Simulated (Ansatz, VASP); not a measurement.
# CaSe in VASP and in Ansatz

POSCAR

```
CaSe
1.0
    3.6347849189      0.0000000000      0.0000000000
    0.0000000000      3.6347849189      0.0000000000
    0.0000000000      0.0000000000      3.6347849189
Ca Se
1 1
Direct
    0.0000000000      0.0000000000      0.0000000000
    0.5000000000      0.5000000000      0.5000000000
```

Contents of INCAR.step1:

```
SYSTEM = CaSe
ALGO     = Normal         ! electronic algorithm
EDIFF    = 1E-4           ! SCF threshold, eV
ENCUT    = 520            ! plane-wave cutoff, eV
GGA      = PE             ! functional
ISMEAR   = 0              ! smearing method
LASPH    = .True.         ! aspherical terms in the spheres
LCHARG   = .False.        ! write CHGCAR
LREAL    = .False.        ! projectors in reciprocal space
LWAVE    = .True.         ! write WAVECAR
NBANDS   = 15             ! bands
NELM     = 100            ! most SCF steps
PREC     = Accurate       ! precision mode
SIGMA    = 0.01           ! smearing width, eV
```

The input INCAR.step2:

```
SYSTEM = CaSe
ALGO     = Normal         ! electronic algorithm
EDIFF    = 1E-7           ! SCF threshold, eV
ENCUT    = 520            ! plane-wave cutoff, eV
ISIF     = 2              ! what is computed and relaxed
ISMEAR   = 0              ! smearing method
ISTART   = 1            
LASPH    = .True.         ! aspherical terms in the spheres
LCHARG   = .False.        ! write CHGCAR
LMIXTAU  = .True.       
LREAL    = .False.        ! projectors in reciprocal space
LWAVE    = .False.        ! write WAVECAR
METAGGA  = R2SCAN         ! meta-GGA
NBANDS   = 15             ! bands
NELM     = 100            ! most SCF steps
PREC     = Accurate       ! precision mode
SIGMA    = 0.01           ! smearing width, eV
```

File KPOINTS:

```
k-points
0
Gamma
  6 6 6
  0 0 0
```

Input for Ansatz:

```yaml
crystal:
  lattice:
    - [3.6347849189, 0.0, 0.0]
    - [0.0, 3.6347849189, 0.0]
    - [0.0, 0.0, 3.6347849189]
  atoms:
    - { symbol: Ca, position: [0.0, 0.0, 0.0] }
    - { symbol: Se, position: [0.5, 0.5, 0.5] }
kpoints:
  mp_grid: { grid: [6, 6, 6] }
hamiltonian:
  xc: r2scan
scf:
  occupations: { method: fixed }
  n_extra_bands: 4
output:
  forces: true
  stress: true
  eigenvalues: true
```

The cell was built by a generator and needn't be a form met in nature.

Alike in both runs: task single point; functional r2SCAN; k mesh 6 × 6 × 6; no spin polarisation.

```csv
,VASP,Ansatz
version,VASP 6.6.1,Ansatz 0.2.0
potentials or method,"VASP PAW PBE potentials, release 64 (Ca_sv, Se)","plane waves, PAW"
plane-wave cutoff (eV),520,500
occupations,"gaussian, width 0.01 eV",fixed
valence electrons in the cell,16,26
```

Ansatz gave:

| Quantity | Value |
| --- | --- |
| gap on the k mesh at the Fermi level (eV) | 1.23 |
| pressure (GPa) | 0.0 |

Estimate VASP's values.

gap on the k mesh at the Fermi level (eV): 1.24; pressure (GPa): 0.2.

The two sets of potentials don't hold the same shells in valence.

Caveats: the PAW data sets were made with another functional, which shifts forces and pressure a little (VASP). A k mesh can miss the band edges. r2SCAN opens gaps a little over a GGA but as a rule still falls short of measured ones.
